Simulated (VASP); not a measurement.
Input of a VASP 6.6.1 run:

File INCAR:

```
SYSTEM = Te2Mo
PREC = Accurate
ENCUT = 520
EDIFF = 1E-7
ISMEAR = 0
SIGMA = 0.02
LREAL = .False.
LASPH = .True.
NELM = 60
ALGO = Fast
ISIF = 2
LWAVE = .False.
LCHARG = .True.
GGA = PS
LELF = .True.
LVHAR = .True.
NBANDS = 35
```

File KPOINTS:

```
regular mesh
0
Gamma
  9 9 2
  0 0 0
```

The input POSCAR:

```
Te2Mo
1.0
    3.4940494233      0.0000000000      0.0000000000
   -1.7470247116      3.0259355626      0.0000000000
    0.0000000000      0.0000000000     14.0101249610
Te Mo
4 2
Direct
    0.3333333333      0.6666666667      0.6211293089
    0.6666666667      0.3333333333      0.1211293089
    0.3333333333      0.6666666667      0.8788706911
    0.6666666667      0.3333333333      0.3788706911
    0.3333333333      0.6666666667      0.2500000000
    0.6666666667      0.3333333333      0.7500000000
```

Potentials or basis: VASP PAW PBE potentials, release 64 (Te, Mo_sv).

The run is started by

```bash
$ cat potpaw_PBE.64/Te/POTCAR potpaw_PBE.64/Mo_sv/POTCAR > POTCAR
$ mpirun -np 1 vasp_std > vasp.out
```

Task: Estimate the pressure.

Result: 0.1 GPa.

Task: What does it give for the band gap on the k mesh?

Result: 0.79 eV, indirect (least direct gap 1.09 eV).

Task: Estimate the largest force.

Result: 0.027 eV/Å.

Forces on the atoms (eV/Å):
```
Te   0.000  0.000 -0.027
Te   0.000  0.000 -0.027
Te   0.000  0.000  0.027
Te   0.000  0.000  0.027
Mo   0.000  0.000  0.000
Mo   0.000  0.000  0.000
```

Caveat: the PAW data sets were made with another functional, which shifts forces and pressure a little; spin-orbit coupling is left out, which moves the levels of the heavy elements; an odd mesh through Γ misses points on the zone boundary, where band edges often lie; this functional lacks dispersion, which binds the layers, so the pressure and a relaxed spacing across them are unreliable.
